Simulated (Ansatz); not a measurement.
**EuO (rocksalt structure)**

**What was measured.** A cell as deposited of cubic EuO (space group Fm-3m), temperature not stated, from the Crystallography Open Database (1963), has a = 5.144 Å and 17.01 Å³/atom.

The computed numbers are results of PBEsol, scalar-relativistic (collinear spin) in the plane-wave PAW code Ansatz at 420 eV, Γ-centred 10×10×10 mesh, 0.05 eV Gaussian smearing; PAW files: Ansatz's generated set soft_2.

```cif
data_structure
_symmetry_space_group_name_H-M 'Fm-3m'
_symmetry_Int_Tables_number 225
_cell_length_a 4.9677
_cell_length_b 4.9677
_cell_length_c 4.9677
_cell_angle_alpha 90.000
_cell_angle_beta 90.000
_cell_angle_gamma 90.000
_cell_volume 122.59
loop_
_atom_site_label
_atom_site_type_symbol
_atom_site_symmetry_multiplicity
_atom_site_Wyckoff_symbol
_atom_site_fract_x
_atom_site_fract_y
_atom_site_fract_z
_atom_site_occupancy
Eu1 Eu 4 b 0.50000 0.00000 0.00000 1
O1 O 4 a 0.00000 0.00000 0.00000 1
```

The start was a prototype's sites filled with these elements; the Crystallography Open Database holds the compound in this structure.

Magnetic state: ferromagnetic, site spin moments Eu 6.52; O -0.08 μB.

The cell above was scaled in volume, its shape and atoms being fixed by the lattice's symmetry. Energies are counted from the cell above.

Cell and atoms are those of this level's equilibrium.

```json
{"V (Å³/atom)": "14.71", "ΔE (meV/atom)": "9.2", "P (GPa)": "4.8", "largest moment (μB)": "6.47"}
{"V (Å³/atom)": "15.02", "ΔE (meV/atom)": "2.3", "P (GPa)": "2.4", "largest moment (μB)": "6.50"}
{"V (Å³/atom)": "15.32", "ΔE (meV/atom)": "0.0", "P (GPa)": "0.0", "largest moment (μB)": "6.52"}
{"V (Å³/atom)": "15.63", "ΔE (meV/atom)": "2.1", "P (GPa)": "-2.1", "largest moment (μB)": "6.54"}
{"V (Å³/atom)": "15.94", "ΔE (meV/atom)": "7.9", "P (GPa)": "-4.0", "largest moment (μB)": "6.55"}
```

(1) What do the points give for the equilibrium volume, the bulk modulus and its pressure derivative (third-order Birch–Murnaghan)?

Answer:

(1) V0 = 15.33 Å³/atom, B0 = 111 GPa, B0′ isn't fixed: the energies give 3.9, and a fit of the pressures differs by over 0.35.

B0·V0 = 111.4 GPa × 15.33 Å³ = 10.66 eV/atom sets the scale: near the minimum ΔE ≈ ½ B0 V0 x², with x = V/V0 − 1, and a pressure of 1.1 GPa squeezes the volume by about 1 %. At the ends of the curve: x = −4.0 % predicts 8.6 meV/atom and the run gives 9.2; x = +4.0 % predicts 8.4 meV/atom and the run gives 7.9. The lopsidedness is anharmonic: atoms resist being pushed together more than being pulled apart.

**Comparison.** The computed cell (4.968 Å, 15.32 Å³/atom) differs from the database's by −9.9 % in volume, about −3.4 % in length. That is a large miss for PBEsol, or the entry is off.

Without a U the 4f levels of Eu lie too near the Fermi level, so their share of the states there, and what hangs on it, is overstated. For elements this heavy, spin–orbit coupling would shift levels and gaps; it isn't included here. Site moments are of spin, integrated over atomic spheres. No antiparallel order was tried. The run is a metal.
